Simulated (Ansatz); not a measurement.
CoSi₂ under pressure

All numbers below come from DFT PBEsol, scalar-relativistic, plane waves, PAW in Ansatz 0.2.0. Run with 420 eV cutoff, 14×14×14 k-mesh, Gaussian smearing of 0.10 eV, no spin polarisation.

The relaxed crystal:

```yaml
crystal:
  lattice:
    - [0.00000, 2.65625, 2.65625]
    - [2.65625, 0.00000, 2.65625]
    - [2.65625, 2.65625, 0.00000]
  atoms:
    - { symbol: Co, position: [0.00000, 0.00000, 0.00000] }
    - { symbol: Si, position: [0.25000, 0.25000, 0.25000] }
    - { symbol: Si, position: [0.75000, 0.75000, 0.75000] }
```

Cell and atoms are relaxed at each pressure within the symmetry of the start, at zero temperature, so transitions that lower the symmetry aren't seen. The k-mesh given is that at zero pressure and may differ at others. a, b and c are the lengths of the cell vectors above.

```tsv
P (GPa)	V (Å³/atom)	V/V0	a (Å)	b (Å)	c (Å)
-1	12.56	1.005	3.763	3.763	3.763
0	12.49	1.000	3.757	3.757	3.757
1	12.43	0.995	3.750	3.750	3.750
4	12.25	0.980	3.732	3.732	3.732
12	11.83	0.947	3.689	3.689	3.689
25	11.28	0.902	3.630	3.630	3.630
50	10.49	0.839	3.543	3.543	3.543
90	9.61	0.769	3.442	3.442	3.442
```

Q: What bulk modulus and pressure derivative fit these points?

A: A third-order Birch–Murnaghan fit gives B0 = 196 GPa and B0' = 4.2.